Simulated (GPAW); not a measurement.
# GaP (F-43m) in GPAW: settings compared, part 2 of 4

GPAW 26.7.0.

## (3) Band structure, C09-vdW, spin-orbit coupling, no magnetisation

File run.py:

```python
import numpy as np
import spglib
from ase import Atoms
from ase.dft.bandgap import bandgap
from ase.io import read, write
from gpaw import GPAW, PW
from gpaw.spinorbit import soc_eigenstates

atoms = read('GaP.cif')
cell, positions, numbers = spglib.find_primitive(
    (atoms.cell[:], atoms.get_scaled_positions(), atoms.numbers), symprec=1e-4)
atoms = Atoms(numbers, cell=cell, scaled_positions=positions, pbc=True)

calc = GPAW(mode=PW(600),
            xc={'name': 'C09-vdW', 'backend': 'libvdwxc'},
            kpts={'size': (8, 8, 8), 'gamma': True},
            occupations={'name': 'fermi-dirac', 'width': 0.05},
            nbands=11,
            convergence={'density': 1e-05, 'energy': 1e-05},
            maxiter=150,
            txt='gpaw.txt')
atoms.calc = calc
energy = atoms.get_potential_energy()
forces = atoms.get_forces()
calc.write('gs.gpw')
write('result.traj', atoms)
print(f'Energy: {energy:.6f} eV')
print('Forces (eV/A):')
print(forces.round(4))
print('Fermi level:', round(calc.get_fermi_level(), 4), 'eV')
print(f'Gap: {bandgap(calc)[0]:.4f} eV, direct: {bandgap(calc, direct=True)[0]:.4f} eV')

path = atoms.cell.bandpath('GXWKGLUWLK,UX', npoints=80, eps=1e-4)
bs_calc = calc.fixed_density(kpts=path, symmetry='off', nbands=21,
                             convergence={'bands': 'CBM+6.0', 'eigenstates': 1e-6}, txt='bands.txt')
bs = bs_calc.band_structure()
bs.write('bs.json')
print(f'Gap on the path: {bandgap(bs_calc)[0]:.4f} eV')

soc = soc_eigenstates(bs_calc, theta=90, phi=0)
np.savetxt('soc_bands.dat', soc.eigenvalues(), fmt='%.4f')
mesh = soc_eigenstates('gs.gpw', theta=90, phi=0)
np.savetxt('soc_mesh.dat', mesh.eigenvalues(), fmt='%.4f')
print('Fermi level with spin-orbit coupling:', round(mesh.fermi_level, 4), 'eV')
```

File GaP.cif:

```cif
data_GaP
_cell_length_a 5.45050000
_cell_length_b 5.45050000
_cell_length_c 5.45050000
_cell_angle_alpha 90.00000000
_cell_angle_beta 90.00000000
_cell_angle_gamma 90.00000000
_space_group_name_H-M_alt 'F-43m'
_space_group_name_Hall 'F -4 2 3'
_space_group_IT_number 216
loop_
_space_group_symop_operation_xyz
'x,y,z'
'y,-x,-z'
'-x,-y,z'
'-y,x,-z'
'x,-y,-z'
'y,x,z'
'-x,y,-z'
'-y,-x,z'
'z,x,y'
'-z,y,-x'
'z,-x,-y'
'-z,-y,x'
'-z,x,-y'
'z,y,x'
'-z,-x,y'
'z,-y,-x'
'y,z,x'
'-x,-z,y'
'-y,z,-x'
'x,-z,-y'
'-y,-z,x'
'x,z,y'
'y,-z,-x'
'-x,z,-y'
'x,y+1/2,z+1/2'
'y,-x+1/2,-z+1/2'
'-x,-y+1/2,z+1/2'
'-y,x+1/2,-z+1/2'
'x,-y+1/2,-z+1/2'
'y,x+1/2,z+1/2'
'-x,y+1/2,-z+1/2'
'-y,-x+1/2,z+1/2'
'z,x+1/2,y+1/2'
'-z,y+1/2,-x+1/2'
'z,-x+1/2,-y+1/2'
'-z,-y+1/2,x+1/2'
'-z,x+1/2,-y+1/2'
'z,y+1/2,x+1/2'
'-z,-x+1/2,y+1/2'
'z,-y+1/2,-x+1/2'
'y,z+1/2,x+1/2'
'-x,-z+1/2,y+1/2'
'-y,z+1/2,-x+1/2'
'x,-z+1/2,-y+1/2'
'-y,-z+1/2,x+1/2'
'x,z+1/2,y+1/2'
'y,-z+1/2,-x+1/2'
'-x,z+1/2,-y+1/2'
'x+1/2,y,z+1/2'
'y+1/2,-x,-z+1/2'
'-x+1/2,-y,z+1/2'
'-y+1/2,x,-z+1/2'
'x+1/2,-y,-z+1/2'
'y+1/2,x,z+1/2'
'-x+1/2,y,-z+1/2'
'-y+1/2,-x,z+1/2'
'z+1/2,x,y+1/2'
'-z+1/2,y,-x+1/2'
'z+1/2,-x,-y+1/2'
'-z+1/2,-y,x+1/2'
'-z+1/2,x,-y+1/2'
'z+1/2,y,x+1/2'
'-z+1/2,-x,y+1/2'
'z+1/2,-y,-x+1/2'
'y+1/2,z,x+1/2'
'-x+1/2,-z,y+1/2'
'-y+1/2,z,-x+1/2'
'x+1/2,-z,-y+1/2'
'-y+1/2,-z,x+1/2'
'x+1/2,z,y+1/2'
'y+1/2,-z,-x+1/2'
'-x+1/2,z,-y+1/2'
'x+1/2,y+1/2,z'
'y+1/2,-x+1/2,-z'
'-x+1/2,-y+1/2,z'
'-y+1/2,x+1/2,-z'
'x+1/2,-y+1/2,-z'
'y+1/2,x+1/2,z'
'-x+1/2,y+1/2,-z'
'-y+1/2,-x+1/2,z'
'z+1/2,x+1/2,y'
'-z+1/2,y+1/2,-x'
'z+1/2,-x+1/2,-y'
'-z+1/2,-y+1/2,x'
'-z+1/2,x+1/2,-y'
'z+1/2,y+1/2,x'
'-z+1/2,-x+1/2,y'
'z+1/2,-y+1/2,-x'
'y+1/2,z+1/2,x'
'-x+1/2,-z+1/2,y'
'-y+1/2,z+1/2,-x'
'x+1/2,-z+1/2,-y'
'-y+1/2,-z+1/2,x'
'x+1/2,z+1/2,y'
'y+1/2,-z+1/2,-x'
'-x+1/2,z+1/2,-y'
loop_
_atom_site_label
_atom_site_type_symbol
_atom_site_symmetry_multiplicity
_atom_site_Wyckoff_symbol
_atom_site_fract_x
_atom_site_fract_y
_atom_site_fract_z
_atom_site_occupancy
Ga1 Ga 4 a 0.0000000000 0.0000000000 0.0000000000 1
P1 P 4 c 0.2500000000 0.2500000000 0.2500000000 1
```

Potentials or basis: GPAW PAW data sets (gpaw-data 1.2.1), pw.

On the command line:

```console
OMP_NUM_THREADS=1 python run.py
```

gpaw.txt:

```text
__  _  _
 | _ |_)|_||  |
 |__||  | ||/\| - 26.7.0

Input parameters:
  mode=PW(ecut=600.0),
  convergence={'density': 1e-05, 'energy': 1e-05},
  kpts=MonkhorstPack(size=(8, 8, 8), gamma=True),
  maxiter=150,
  nbands=11,
  occupations=Occupations(name='fermi-dirac', width=0.05),
  xc=XC(name='C09-vdW', backend='libvdwxc')

Diagonalizing LCAO Hamiltonian
Converting LCAO to pw mode

           P

       Ga

Atoms  # Å, Bohr magnetons
|   | symbol |        x |        y |        z |    initial magnetic moments |
|---|--------|----------|----------|----------|-----------------------------|
| 0 |     Ga | 0.000000 | 0.000000 | 0.000000 | ( 0.0000,  0.0000,  0.0000) |
| 1 |      P | 1.362625 | 1.362625 | 1.362625 | ( 0.0000,  0.0000,  0.0000) |

Unit cell  # Å
| periodic |        x |        y |        z |  lengths |    angles |
|----------|----------|----------|----------|----------|-----------|
|      yes | 0.000000 | 2.725250 | 2.725250 | 3.854086 | 60.000000 |
|      yes | 2.725250 | 0.000000 | 2.725250 | 3.854086 | 60.000000 |
|      yes | 2.725250 | 2.725250 | 0.000000 | 3.854086 | 60.000000 |

Number of symmetries: 24
Symmetry operations  # r_c * U_cc + t_c -> r_c
|    | kind |            matrix            |
|----|------|------------------------------|
|  0 |  E   |  1, 0, 0,  0, 1, 0,  0, 0, 1 |
|  1 |  σ   |  1, 0, 0,  0, 0, 1,  0, 1, 0 |
|  2 |  σ   |  1, 0,-1,  0, 1,-1,  0, 0,-1 |
|  3 |  C3  |  1, 0,-1,  0, 0,-1,  0, 1,-1 |
|  4 |  C3  |  1,-1, 0,  0,-1, 1,  0,-1, 0 |
|  5 |  σ   |  1,-1, 0,  0,-1, 0,  0,-1, 1 |
|  6 |  σ   |  0, 1, 0,  1, 0, 0,  0, 0, 1 |
|  7 |  C3  |  0, 1, 0,  0, 0, 1,  1, 0, 0 |
|  8 |  C2  |  0, 1,-1,  1, 0,-1,  0, 0,-1 |
|  9 |  S4  |  0, 1,-1,  0, 0,-1,  1, 0,-1 |
| 10 |  C3  |  0, 0, 1,  1, 0, 0,  0, 1, 0 |
| 11 |  σ   |  0, 0, 1,  0, 1, 0,  1, 0, 0 |
| 12 |  S4  |  0, 0,-1,  1, 0,-1,  0, 1,-1 |
| 13 |  C3  |  0, 0,-1,  0, 1,-1,  1, 0,-1 |
| 14 |  S4  |  0,-1, 1,  1,-1, 0,  0,-1, 0 |
| 15 |  C2  |  0,-1, 1,  0,-1, 0,  1,-1, 0 |
| 16 |  C3  |  0,-1, 0,  1,-1, 0,  0,-1, 1 |
| 17 |  S4  |  0,-1, 0,  0,-1, 1,  1,-1, 0 |
| 18 |  S4  | -1, 1, 0, -1, 0, 1, -1, 0, 0 |
| 19 |  C3  | -1, 1, 0, -1, 0, 0, -1, 0, 1 |
| 20 |  C3  | -1, 0, 1, -1, 1, 0, -1, 0, 0 |
| 21 |  S4  | -1, 0, 1, -1, 0, 0, -1, 1, 0 |
| 22 |  σ   | -1, 0, 0, -1, 1, 0, -1, 0, 1 |
| 23 |  C2  | -1, 0, 0, -1, 0, 1, -1, 1, 0 |

BZ-sampling:
  Number of BZ points: 512
  Number of IBZ points: 29

  Monkhorst-Pack size: [8, 8, 8]
  Monkhorst-Pack shift: [0.0625, 0.0625, 0.0625]

K-points  # in reciprocal-cell coordinates
[... 74 lines left out ...]
      filter: 1.69  # [Å]
      core: 1.81  # [Å]
    projectors
    | kind |    occ | energy [eV] | rcut [Å] |
    |------|--------|-------------|----------|
    |   3s |  2.000 |     -13.968 |    0.953 |
    |   3p |  3.000 |      -5.506 |    0.953 |
    |    s |        |      13.244 |    0.953 |
    |    p |        |      21.705 |    0.953 |
    |    d |        |       0.000 |    0.953 |

    Using partial waves for P as LCAO basis

Reference energy: -62187.585188  # eV

eigensolver:
  PPCG
  Converge bands: occupied
  niter=2

density mixing:
  MSR1-Mixer
  Pratt-step length: 0.05
  Maximum mixing coefficient: 0.75
  Old densities: 10
  SVD Regularization: 0.005
  Good broyden scale: 1.0
  Trust region scale: 1.0
  Backstep threshold: 4.0
  History deletion threshold: 6.0
  Fourier metric: weight=20.0, sigma=0.015

occupation numbers:
  Fermi-Dirac:
    width: 0.0500  # eV

poisson solver:
  ecut: 4800.0  # eV

xc functional:
  name: vdW-C09 with libvdwxc
  Mode: serial
  Semilocal: GGA_X_C09X+LDA_C_PW with 2 nearest neighbor stencil
  Corresponding non-local functional: vdW-DF
  Local blocksize: 48 x 48 x 48
  PAW datasets: PBE

convergence criteria:
- Maximum integral of absolute [dens]ity change: 1e-05 electrons / valence electron
- Maximum [total energy] change in last 3 cyles: 1e-05 eV / valence electron
- Maximum integral of absolute [eigenst]ate change: 4e-08 eV^2 / valence electron
maximum number of iterations: 150

SCF iterations
|iter     | |      energy | eigst |  dens |
|---------|-|-------------|-------|-------|
|iter:   1| |   25.548717 | -0.28 |       |
|iter:   2| |   25.579611 | -2.33 | -0.85 |
|iter:   3| |   25.716746 | -1.96 | -0.88 |
|iter:   4| |   25.716884 | -3.54 | -1.54 |
|iter:   5| |   25.716770 | -4.49 | -2.10 |
|iter:   6| |   25.716729 | -5.75 | -2.83 |
|iter:   7| |   25.716729c| -7.28 | -3.86 |
|iter:   8| |   25.716729c| -7.62c| -4.38 |
|iter:   9| |   25.716729c| -8.72c| -5.34c|

Converged in 9 steps
Energy contributions relative to reference atoms: (reference = -62187.585188)

Energy contributions:
  Kinetic:          23.821512
  Coulomb:         -20.931438
  Zero:             -0.008839
  External:          0.000000
  Xc:               22.835494
  Entropy:          -0.000000
  Spinorbit:         0.000000
  ----------------------------
  Free energy:      25.716729
  Extrapolated:     25.716729

dipole moment: (-16.961282, -16.961282, -16.961282)  # |e|*Ang

Fermi level: 5.649
Eigenvalues  # (at kpt = [0.000, 0.000, 0.000])
| band index |      eig [eV] | occ [0-2] |
|------------|---------------|-----------|
|          0 |        -7.565 |     2.000 |
|          1 |         4.890 |     2.000 |
|          2 |         4.890 |     2.000 |
|          3 |         4.890 |     2.000 |
|          4 |         6.763 |     0.000 |
|          5 |         8.778 |     0.000 |
|          6 |         8.778 |     0.000 |
|          7 |         8.778 |     0.000 |
|          8 |        13.618 |     0.000 |
|          9 |        14.554 |     0.000 |
|         10 |        14.554 |     0.000 |

Gap: 1.557 eV
Transition (v -> c):
  (s=0, k=0, n=3, [0.00, 0.00, 0.00]) -> (s=0, k=24, n=4, [0.50, 0.50, 0.00])
Direct/indirect transitions are different
Direct gap: 1.873 eV
Transition at: (s=0, k=0, n=3, [0.00, 0.00, 0.00])

Forces  # eV/Ang
|        x |        y |       z |
|----------|----------|---------|
|  0.00000 | -0.00000 | 0.00000 |  # Ga   0
| -0.00000 | -0.00000 | 0.00000 |  # P    1

# Writing to gs.gpw (mode='')
```

It took 51 s on 1 thread of Arm Neoverse N1, shared host; peak memory 0.27 GiB.

What came out:

```yaml
Free_energy: 25.7167 eV
Band_gap_on_the_k_mesh: 1.53 eV, indirect (least direct gap 1.84 eV)
Band_gap_along_the_path: 1.50 eV, indirect (least direct gap 1.84 eV)
```

Levels at the corners of the path, in eV from the valence-band top:
```
point  band 6  band 7  band 8  band 9  band 10  band 11
    Γ    0.00    0.00    0.00    1.84     1.84     3.74
    X   -2.72   -2.70   -2.70    1.53     1.53     1.75
    W   -3.64   -3.49   -3.44    4.61     4.61     4.86
    K   -3.99   -2.28   -2.28    2.10     2.10     4.75
    Γ    0.00    0.00    0.00    1.84     1.84     3.74
    L   -1.18   -1.11   -1.11    1.65     1.65     4.63
    U   -3.99   -2.28   -2.28    2.10     2.10     4.75
    W   -3.64   -3.49   -3.44    4.61     4.61     4.86
    L   -1.18   -1.11   -1.11    1.65     1.65     4.63
    K   -3.99   -2.28   -2.28    2.10     2.10     4.75
    U   -3.99   -2.28   -2.28    2.10     2.10     4.75
    X   -2.72   -2.70   -2.70    1.53     1.53     1.75
```

Caveat: spin-orbit coupling was added after a scalar SCF, so levels and gaps hold it while energy, forces, pressure and moments don't; this program's spin-orbit splittings come out too wide for heavy elements; the PAW data sets were made with another functional, which shifts forces and pressure a little.

[end of part 2 of 4]
